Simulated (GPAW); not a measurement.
Here is a GPAW 26.7.0 calculation.

File run.py:

```python
import numpy as np
from ase.dft.bandgap import bandgap
from ase.io import read, write
from gpaw import GPAW, PW, setup_paths

setup_paths.insert(0, '.')

atoms = read('MoSe4.xyz')
atoms.pbc = (True, True, False)

calc = GPAW(mode=PW(450),
            xc='WC',
            kpts={'size': (9, 9, 1), 'gamma': True},
            occupations={'name': 'fermi-dirac', 'width': 0.05},
            nbands=35,
            convergence={'density': 1e-05, 'energy': 1e-05},
            maxiter=150,
            poissonsolver={'dipolelayer': 'xy'},
            txt='gpaw.txt')
atoms.calc = calc
energy = atoms.get_potential_energy()
forces = atoms.get_forces()
calc.write('gs.gpw')
write('result.traj', atoms)
print(f'Energy: {energy:.6f} eV')
print('Forces (eV/A):')
print(forces.round(4))
print('Fermi level:', round(calc.get_fermi_level(), 4), 'eV')
print(f'Gap: {bandgap(calc)[0]:.4f} eV, direct: {bandgap(calc, direct=True)[0]:.4f} eV')

v = calc.get_electrostatic_potential().mean(axis=(0, 1))
z = np.arange(len(v)) * atoms.cell[2, 2] / len(v)
ef = calc.get_fermi_level()
np.savetxt('planar.dat', np.c_[z, v], fmt='%.4f')
below, above = np.interp([1.5, atoms.cell[2, 2] - 1.5], z, v) - ef
print(f'Work functions: bottom {below:.4f} eV, top {above:.4f} eV')
print('Dipole moment:', *calc.get_dipole_moment().round(5), 'e A')
```

MoSe4.xyz

```xyz
5
Lattice="3.3203649265 0.0000000000 0.0000000000 -1.6601824632 2.8755203762 0.0000000000 0.0000000000 0.0000000000 46.8749169045" Properties=species:S:1:pos:R:3 pbc="T T T"
Se     0.0000000000      1.9170135650      7.5000000000
Se     0.0000000000      1.9170135650     21.7836641445
Mo     0.0000000000      0.0000000000     23.4374584522
Se     0.0000000000      1.9170135650     25.0912527600
Se     0.0000000000      1.9170135650     39.3749169045
```

Potentials or basis: PAW data sets generated in the run's folder for this functional, pw.

Launch:

```bash
$ gpaw-setup -f WC Mo Se
$ OMP_NUM_THREADS=1 python run.py
```

Task: Estimate the dipole across the slab.

Result: 0.00 e·Å.

Task: Estimate the largest force.

Result: 0.089 eV/Å.

Forces on the atoms (eV/Å):
```
Se   0.000  0.000  0.000
Se   0.000  0.000  0.089
Mo   0.000  0.000  0.000
Se   0.000  0.000 -0.089
Se   0.000  0.000  0.000
```
